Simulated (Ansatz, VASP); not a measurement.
**BaTiO3: VASP beside Ansatz**

Contents of INCAR:

```
PREC = Accurate ; ENCUT = 520
EDIFF = 1E-6 ; ISMEAR = 0
SIGMA = 0.01 ; LREAL = F
LASPH = T ; NELM = 80
ALGO = Normal ; ISIF = 2
LWAVE = F ; LCHARG = F
GGA = PS ; NBANDS = 28
```

The input KPOINTS:

```
Automatic mesh
0
Gamma
  6 6 6
```

Contents of POSCAR:

```
BaTiO3
1.0
    4.0060000000      0.0000000000      0.0000000000
    0.0000000000      4.0060000000      0.0000000000
    0.0000000000      0.0000000000      4.0060000000
Ba Ti O
1 1 3
Direct
    0.5000000000      0.5000000000      0.5000000000
    0.0000000000      0.0000000000      0.0000000000
    0.0000000000      0.0000000000      0.5000000000
    0.0000000000      0.5000000000      0.0000000000
    0.5000000000      0.0000000000      0.0000000000
```

input.yaml

```yaml
crystal:
  lattice:
    - [4.006, 0.0, 0.0]
    - [0.0, 4.006, 0.0]
    - [0.0, 0.0, 4.006]
  atoms:
    - { symbol: Ba, position: [0.5, 0.5, 0.5] }
    - { symbol: Ti, position: [0.0, 0.0, 0.0] }
    - { symbol: O, position: [0.0, 0.0, 0.5] }
    - { symbol: O, position: [0.0, 0.5, 0.0] }
    - { symbol: O, position: [0.5, 0.0, 0.0] }
kpoints:
  mp_grid: { grid: [6, 6, 6] }
  band_path:
    path:
      - [0.0, 0.0, 0.0]
      - [0.0, 0.5, 0.0]
      - [0.5, 0.5, 0.0]
      - [0.5, 0.5, 0.5]
      - [0.489583, -0.5, -0.5]
    npoints: 1
hamiltonian:
  xc: pbesol
scf:
  occupations: { method: fixed }
  n_extra_bands: 5
output:
  forces: true
  stress: true
  eigenvalues: true
```

Alike in both runs: functional PBEsol; k mesh 6 × 6 × 6; no spin polarisation.

```csv
,VASP,Ansatz
version,VASP 6.6.1,Ansatz 0.2.0
potentials or method,"VASP PAW PBE potentials, release 64 (Ba_sv, Ti_sv, O)",Ansatz PAW
plane-wave cutoff (eV),520,420
occupations,"gaussian, width 0.01 eV",fixed
valence electrons in the cell,40,40
task,single point,band structure
```

```tsv
	VASP	Ansatz	Ansatz less VASP
gap on the k mesh at the Fermi level (eV)	1.69	1.76	+0.067
least direct gap on the mesh (eV)	1.84	1.87	+0.027
pressure (GPa)	-2.8	-4.6	-1.80
```

Caveats: spin-orbit coupling is left out, which moves the levels of the heavy elements; the PAW data sets were made with another functional, which shifts forces and pressure a little (VASP); the PAW data sets come from PBE, with cores solved anew for the run's functional, which leaves a small shift of forces and pressure (Ansatz). A hybrid or GW would open this gap; PBEsol tends to underestimate it. A k mesh can miss the band edges.
